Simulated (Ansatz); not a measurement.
# A point defect in WS2

These are results of DFT PBE, scalar-relativistic, plane waves, PAW in Ansatz, not measurements. Run with 420 eV cutoff, 3×3×3 k-mesh, Gaussian smearing of 0.01 eV, collinear spin.

Host crystal, relaxed:

```xyz
3
Lattice="1.5939 0.9202 7.4744 -1.5939 0.9202 7.4744 0.0000 -1.8404 7.4744" Properties=species:S:1:pos:R:3 pbc="T T T"
W     0.0000    0.0000    0.0152
S     0.0000    0.0000    9.0607
S     0.0000    0.0000    5.9186
```

Supercell of 12 atoms, rows in host cell vectors: 0 -2 2; 2 -2 0; 1 -1 1. Atoms relax at the host's cell, keeping the symmetry that the supercell leaves at the site. The cell is small, so energies carry finite-size errors of tenths of an eV. The host's Kohn–Sham gap is 1.64 eV. Atoms are taken from and returned to the elements' standard states.

Spin-orbit coupling is left out, which matters for the bands and energies of heavy elements.

The defect is an interstitial at (0.812, 0.844, 0.844) of the host cell.

```json
{"charge": "0", "E_f at the valence band top (eV)": "2.05", "moment (μB)": "0.33", "largest move (Å)": "1.33", "atoms near the site": "2 S at 1.75 Å, 1 S at 2.58 Å, 1 W at 2.82 Å, 1 S at 3.26 Å, 2 W at 3.29 Å"}
```

Fractional moments come from partly filled bands of the small cell.

Q: Which element is it? Judge by the nearest distance in charge 0 and covalent radii.
A. Na
B. Ba
C. Rh
D. H
E. Mo

A: D. The nearest neighbour is S at 1.75 Å, and the summed covalent radii with S are 3.20 Å for Ba, 1.36 Å for H, 2.59 Å for Mo, 2.71 Å for Na, 2.47 Å for Rh, so H fits best. Bonds can miss such sums by a tenth of an ångström or more.

This form isn't the usual stable structure of the compound.